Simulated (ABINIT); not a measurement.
# InP (F-43m): G0W0 with and without spin-orbit coupling, part 2 of 2

Aim: spinor G0W0 for InP (F-43m) beside the scalar-relativistic result.

ABINIT 10.8.3; PBE and many-body steps on it, plane waves. Known limits of the many-body steps: not at the basis limit; mesh may overstate the screening; screening head approximate; no spin-orbit coupling in some runs; coarse k mesh.

So far. Step 4 (Scalar-relativistic): The gap on the mesh goes from 0.69 eV to 1.34 eV, a correction of +0.65 eV. Step 5 (Empty states on the mesh, 4×4×4 mesh, 276 bands): On this mesh the gap is 0.660 eV.

## Step 7: With spin-orbit coupling

This step: G0W0 on PBE with spin-orbit coupling, plane waves, norm-conserving pseudopotentials.

Input file run.abi:

```
acell 3*1.0 Angstrom
rprim 
  -0.000000000000 2.934350000000 2.934350000000
  2.934350000000 -0.000000000000 2.934350000000
  2.934350000000 2.934350000000 -0.000000000000
ntypat 2
znucl 49 15
natom 2
typat 1 2
xred 
  0.000000000000 0.000000000000 0.000000000000
  0.250000000000 0.250000000000 0.250000000000
pp_dirpath "pseudos"
pseudos "In.upf, P.upf"
ecut 33
nspinor 2
ngkpt 4 4 4
nshiftk 1
shiftk 0 0 0
kptopt 1
chksymbreak 0
istwfk *1
occopt 1
irdwfk 1
optdriver 4
nband 252
gwcalctyp 0
ecutsigx 33
symsigma 0
nkptgw 3
kptgw 
  0.0000000000 0.0000000000 0.0000000000
  0.5000000000 0.0000000000 0.0000000000
  0.5000000000 0.5000000000 0.0000000000
bdgw 
  23 30
  23 30
  23 30
ecuteps 6.7
irdscr 1
ppmodel 1
indata_prefix "in"
outdata_prefix "out"
tmpdata_prefix "tmp"
```

The run is started by

```
$ OMP_NUM_THREADS=1 mpirun -n 4 abinit run.abi > log
```

Numbers of over 12 decimals in the logs are rounded to 6 here.

Output:

```text
.Version 10.8.3 of ABINIT. v10.8.2 released Aug 2026.

 Symmetries : space group F-4 3 m (#216); Bravais cF (face-center cubic)
[... echo of the input left out ...]
== DATASET  1 ==================================================================
-   mpi_nproc: 4, omp_nthreads: 1 (-1 if OMP is not activated)

--- !DatasetInfo
iteration_state: {dtset: 1, }
dimensions: {natom: 2, nkpt: 8, mband: 252, nsppol: 1, nspinor: 2, nspden: 1, mpw: 3119, }
cutoff_energies: {ecut:  33.0, pawecutdg:  -1.0, }
electrons: {nelect:   2.60000000E+01, charge:   0.00000000E+00, occopt:   1.00000000E+00, tsmear:   1.00000000E-02, }

 SIGMA: Calculation of the GW corrections

 Based on a program developped by R.W. Godby, V. Olevano, G. Onida, and L. Reining.
 Incorporated in ABINIT by V. Olevano, G.-M. Rignanese, and M. Torrent.
.Using double precision arithmetic ; gwpc =  8

[... cell and pseudopotentials left out ...]
--------------------------------------------------------------------------------

 ==== K-mesh for the wavefunctions ====
 Number of points in the irreducible wedge :     8
[... list of points left out ...]
 Together with 24 symmetry operations and time-reversal symmetry
 yields    64 points in the full Brillouin Zone.

 ==== Q-mesh for screening function ====
 Number of points in the irreducible wedge :     8
[... list of points left out ...]
 Together with 24 symmetry operations and time-reversal symmetry
 yields    64 points in the full Brillouin Zone.

 vcoul_init : cutoff-mode = AUXILIARY_FUNCTION
 q-points for optical limit:   1
     1)      0.000010    0.000020    0.000030
 setmesh: FFT mesh size selected  =    45x   45x   45
          total number of points  =        91125

 Number of electrons calculated from density =   26.0000; Expected =   26.0000
[...]
number of plane-waves for wavefunctions          3119
 number of bands                                   252
 number of q-points in IBZ                           8
 number of frequencies                               2
 number of real frequencies                          1
 number of imag frequencies                          1

 matrix elements of self-energy operator (all in [eV])

 Perturbative Calculation

--- !SelfEnergy_ee
iteration_state: {dtset: 1, }
kpoint     : [   0.000,    0.000,    0.000, ]
spin       : 1
KS_gap     :    0.660
QP_gap     :    1.316
Delta_QP_KS:    0.656
data: !SigmaeeData |
     Band     E0 <VxcDFT>   SigX SigC(E0)      Z dSigC/dE  Sig(E)    E-E0       E
       23   4.955 -12.879 -14.751   1.148   0.778  -0.286 -13.442  -0.563   4.392
       24   4.955 -12.879 -14.752   1.149   0.778  -0.286 -13.442  -0.563   4.392
       25   4.955 -12.879 -14.753   1.149   0.778  -0.286 -13.443  -0.564   4.392
[...]
--- !SelfEnergy_ee
iteration_state: {dtset: 1, }
kpoint     : [   0.500,    0.000,    0.000, ]
spin       : 1
KS_gap     :    2.403
QP_gap     :    3.113
Delta_QP_KS:    0.709
data: !SigmaeeData |
     Band     E0 <VxcDFT>   SigX SigC(E0)      Z dSigC/dE  Sig(E)    E-E0       E
[...]
--- !SelfEnergy_ee
iteration_state: {dtset: 1, }
kpoint     : [   0.500,    0.500,    0.000, ]
spin       : 1
KS_gap     :    4.029
QP_gap     :    4.558
Delta_QP_KS:    0.529
data: !SigmaeeData |
     Band     E0 <VxcDFT>   SigX SigC(E0)      Z dSigC/dE  Sig(E)    E-E0       E
[...]
29   7.196 -10.685  -6.692  -3.940   0.800  -0.250 -10.643   0.042   7.238
       30   7.196 -10.685  -6.692  -3.940   0.800  -0.250 -10.643   0.042   7.238

== END DATASET(S) ==============================================================
================================================================================

 -outvars: echo values of variables after computation  --------
           etotal      0.0000000000E+00
            nband         252
             nkpt           8
          spgroup         216
 [... the other variables as echoed above ...]

 Calculation completed.
```

Wall time 14 min (4 MPI ranks of Arm Neoverse V1, shared host); peak memory 2.4 GiB; 56 min of CPU time.

This step gave:

- G0W0 gap on the points computed: 1.315 eV
- starting gap on the mesh: 0.6604 eV
- k of the valence top: 0, 0, 0
- k of the conduction bottom: 0, 0, 0
- Z at the valence top: 0.778
- Z at the conduction bottom: 0.793
- least direct G0W0 gap on the computed points: 1.315 eV

Against G0W0 in ABINIT (4×4×4 mesh, 126 bands, screening to 182.3 eV, Godby-Needs plasmon pole), the gap moves by −0.027 eV.

## Step 8: The runs together

Times are wall times on 4 MPI ranks of Arm Neoverse V1, shared host, good to a factor of about two. A run's time includes the screening step that it read.

```csv
run,mesh,bands,screening cutoff (eV),DFT gap (eV),gap on the mesh (eV),direct (eV),ε∞ used,time
scalar-relativistic,4×4×4,126,182.3,0.688,1.342,1.342,50.50,72 s
with spin-orbit coupling,4×4×4,252,182.3,0.660,1.315,1.315,50.46,20 min
```

## Step 9: What came out

* scalar-relativistic: 1.342 eV
* with spin-orbit coupling: 1.315 eV
* known limits: not at the basis limit; mesh may overstate the screening; screening head approximate; no spin-orbit coupling in some runs; coarse k mesh

In words: With spin-orbit coupling: −0.027 eV against scalar-relativistic, −0.027 eV of it in the start. Bands and cutoff are finite, so the gap is not at the basis limit. The miss can reach some tenths of an eV and take either sign; the mesh is an error of its own. In the G0W0 runs levels were corrected at 3 k points alone, so a gap called «on the mesh» is the least over those, and an edge elsewhere would be missed. The 4×4×4 mesh is coarse for this cell, which bears on the long-range parts of exchange and screening. The RPA ε∞ on this mesh reaches over 25; with a narrow direct gap a coarse mesh can overstate it, and the correction is then too small. The long-wavelength limit of the screening leaves out the non-local commutator, which shifts ε∞.

[Paths, hosts, dates, memory and timing lines, banners, echoed tables and standing remarks are left out of the program output.]

[Logs are printed without paths, hosts, clocks, repeated set-up lines and the standing remarks that a program may print on its own settings, such as how far it seeks lower states.]

[Runs of the session that timed out or met a known fault of the program may be left out.]

[Hosts, paths, dates, database ids (printed as entryN), source tags and the programs' standing remarks are cut or masked in the printed files.]

[G0W0 gaps are taken among the corrected bands and points alone; a level outside them can change the order at an edge.]

[Where Ansatz stands beside ABINIT at settings called matched, ABINIT's density can come from a denser mesh and the files from another edition; pairs whose starting gaps differed by over 0.03 eV were left out, so agreement reads better than it is.]
